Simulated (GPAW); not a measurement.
AlN, 2 atoms in the cell. The structure is cubic, space group Fm-3m (No. 225). Conventional cell: a = 4.069 Å, b = 4.069 Å, c = 4.069 Å, α = 90.00°, β = 90.00°, γ = 90.00°. Al (site symmetry m-3m) has 6 N at 2.03 Å as nearest neighbours. N (site symmetry m-3m) has 6 Al at 2.03 Å as nearest neighbours. Measurements of this composition are mostly on another form, of space group No. 186.

```yaml
Program: GPAW 26.7.0
Task: single point
Functional: HSE06
Potentials_or_basis: GPAW PAW data sets (gpaw-data 1.2.1)
Cutoff: 600 eV
Basis: pw
k_mesh: 8 × 8 × 8
Occupations: fermi-dirac, width 0.05 eV
Spin: no spin polarisation
Maxiter: 60
Ranks: 8
```

Potentials or basis: GPAW PAW data sets (gpaw-data 1.2.1), pw.

The run is started by

```bash
$ OMP_NUM_THREADS=1 mpirun -n 8 gpaw python run.py
```

Hardware: 8 MPI ranks on Arm Neoverse V2, on a shared host.

Estimate the wall time of this run.

It took 27 min on 8 MPI ranks on Arm Neoverse V2 (shared host), peak memory 0.2 GiB a rank. Counts: scf iterations 16, plane waves 588, bands 9, k points 29.
